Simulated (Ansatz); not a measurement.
**SiC: a single-point run**

The task is a single-point run on SiC. The structure is shown as the input types it. The cell is built on a prototype (rocksalt) and needn't be the phase found in nature.

Computed with Ansatz 0.2.0 (density functional or hybrid calculation with the settings of its input, plane waves (as first typed), unless a step's input says otherwise).

6 further runs of the same task are left out: 1 for a known fault of the program, 5 that didn't finish.

### Step 1. The starting structure

Symmetry: Fm-3m, No. 225, cubic system. The conventional cell has a = 4.028 Å, b = 4.028 Å, c = 4.028 Å, α = 90.00°, β = 90.00°, γ = 90.00°. Around Si (site symmetry m-3m) lie 6 C at 2.01 Å. Around C (site symmetry m-3m) lie 6 Si at 2.01 Å.

Structure file:

```
CELL_PARAMETERS angstrom
0.00000 2.01387 2.01387
2.01387 0.00000 2.01387
2.01387 2.01387 0.00000
ATOMIC_POSITIONS crystal
Si 0.00000 0.00000 0.00000
C 0.50000 0.50000 0.50000
```

### Step 2. Running it

input.yaml reads:

```yaml
crystal:
  lattice:
    - [0.0, 2.0138687949, 2.0138687949]
    - [2.0138687949, 0.0, 2.0138687949]
    - [2.0138687949, 2.0138687949, 0.0]
  atoms:
    - { symbol: Si, position: [0.0, 0.0, 0.0] }
    - { symbol: C, position: [0.5, 0.5, 0.5] }
kpoints:
  mp_grid: { grid: [8, 8, 8] }
hamiltonian:
  xc: b3pw
scf:
  occupations: { method: fermi_dirac, width: 0.02 }
  n_extra_bands: 4
output:
  forces: true
  stress: true
  eigenvalues: true
```

On the command line:

```console
> ansatz run input.yaml --threads 4 --pin off --max-ram 3686MiB --backend cpu --events-out ev --progress --plain --runs-dir out
```

**Question.** How will this run end, and is anything wrong with its input?

Nothing was computed: the input was turned down at the start. It says: «line 12 column 7: hamiltonian.xc: unknown variant `b3pw`, expected one of `lda`, `lda-pw`, `pw92`, `pbe`, `pbesol`, `rpbe`, `revpbe`, `blyp`, ...»

Look at the input: hamiltonian.xc is b3pw. No functional of that name is defined in this program.

Remedy: set hamiltonian.xc to pbe. Any name on the list would pass the check; a listed functional of a like name need not be the same functional.
